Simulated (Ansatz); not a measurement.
# MoS2: stiffness from a series of strains

```
CELL_PARAMETERS angstrom
3.16100 0.00000 0.00000
-1.58050 2.73751 0.00000
0.00000 0.00000 12.29500
ATOMIC_POSITIONS crystal
Mo 0.33333 0.66667 0.25000
Mo 0.66667 0.33333 0.75000
S 0.33333 0.66667 0.62750
S 0.66667 0.33333 0.12750
S 0.33333 0.66667 0.87250
S 0.66667 0.33333 0.37250
```

Atom numbers follow the list: Mo1, Mo2, S3, S4, S5, S6.

The cell comes from COD entry 9007660, which wasn't checked; take it as a given geometry.

These are results of Ansatz 0.2.0, DFT, LDA, all-electron LAPW, scalar-relativistic, not measurements.

Settings: a Γ-centred 10×10×3 k mesh, Fermi–Dirac smearing of 0.03 eV, basis error target 1 meV/atom, no spin polarisation.

The strain is applied along the Cartesian axes of the cell as listed (γ is the engineering shear, twice εxy = εyz = εzx). Fractional coordinates are held (clamped ions).

σ is the change of stress from the unstrained cell, which is at 1.12 GPa; tension is positive, so slopes are stress–strain coefficients at that pressure.

Only quantities that a quadratic follows smoothly over the whole series are listed; rougher ones are left out.

```
      γ  σxy (GPa)  σyz (GPa)
-0.0300      -2.75      -4.65
-0.0200      -1.81      -3.07
-0.0100      -0.89      -1.52
 0.0000       0.00       0.00
 0.0200       1.71       2.97
 0.0300       2.53       4.41
```

Fit the series and read off the stiffness at zero strain.

Least-squares fits y = p0 + p1 x + p2 x² to the rows give σxy (GPa): p1 = 88, p2 = -120; σyz (GPa): p1 = 151, p2 = -140.

One run, at γ = 0.0100, is withheld. Predict its row.

The fits give 0.87, 1.50; the run gave 0.87, 1.50.
